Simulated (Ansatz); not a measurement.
ZnAu: a vibration from a frozen displacement

The calculation used DFT PBEsol, scalar-relativistic, plane waves, PAW (Ansatz 0.2.0). The runs took a 420 eV cutoff, a Γ-centred 16×16×16 mesh and Gaussian smearing (0.15 eV). Spin–orbit coupling is left out, which matters for the heavy elements here. No spin polarisation. Energies are free energies at this smearing, counted from the undisturbed cell; pressure is positive in compression.

Reference structure (as given, not relaxed at this level; it stands at -2.5 GPa, and it needn't be the usual structure):

```
Zn Au
1.0
     3.14700    0.00000    0.00000
     0.00000    3.14700    0.00000
     0.00000    0.00000    3.14700
Zn Au
1 1
Direct
  0.50000 0.50000 0.50000
  0.00000 0.00000 0.00000
```

Every Au atom is moved by x along the Cartesian unit vector (-0.577, -0.577, -0.577); the cell and all other atoms stay fixed. The cell's volume is 31.17 Å³; the moved atoms weigh 196.967 u together and the others 65.380 u. Some rows repeat others by symmetry and weren't run.

| x (Å) | ΔE (meV/cell) | total force on the moved atoms along the move (eV/Å) | pressure (GPa) |
| --- | --- | --- | --- |
| -0.1000 | 16.99 | 0.3469 | -1.9375 |
| -0.0875 | 12.95 | 0.3005 | -2.0585 |
| -0.0750 | 9.47 | 0.2555 | -2.1631 |
| -0.0625 | 6.55 | 0.2113 | -2.2513 |
| -0.0500 | 4.18 | 0.1680 | -2.3233 |
| -0.0375 | 2.35 | 0.1254 | -2.3792 |
| -0.0250 | 1.04 | 0.0833 | -2.4191 |
| -0.0125 | 0.26 | 0.0416 | -2.4430 |
| 0.0000 | 0.00 | 0.0000 | -2.4510 |
| 0.0125 | 0.26 | -0.0416 | -2.4430 |
| 0.0250 | 1.04 | -0.0833 | -2.4191 |
| 0.0375 | 2.35 | -0.1254 | -2.3792 |
| 0.0500 | 4.18 | -0.1680 | -2.3233 |
| 0.0625 | 6.55 | -0.2113 | -2.2513 |
| 0.0750 | 9.47 | -0.2555 | -2.1631 |
| 0.0875 | 12.95 | -0.3005 | -2.0585 |
| 0.1000 | 16.99 | -0.3469 | -1.9375 |

**Question.** What frequency belongs to this motion?

**Answer.** The force constant is k = −dF/dx = 3.326 eV/Å², from the parabola through x = -0.0125, 0 and 0.0125. In every cell the moved atoms swing against the rest, so the mass is μ = m₁m₂/(m₁ + m₂) = 49.086 u, and ν̃ = 521.5 cm⁻¹ × √(|k|/μ) = 136 cm⁻¹, at this cell's pressure of -2.5 GPa. To first order in x, and within 1 %, the force on every atom lies along the move and, within each of the two groups, in proportion to the atom's mass, so this is itself a mode at the zone centre of this cell.

**Question.** How far does the harmonic law reach?

**Answer.** At x = -0.100 Å, kx²/2 = 16.63 meV against the computed 16.99 meV (+2.2 %): the well is still close to harmonic there.

In a metal these slopes depend on the k mesh and the smearing.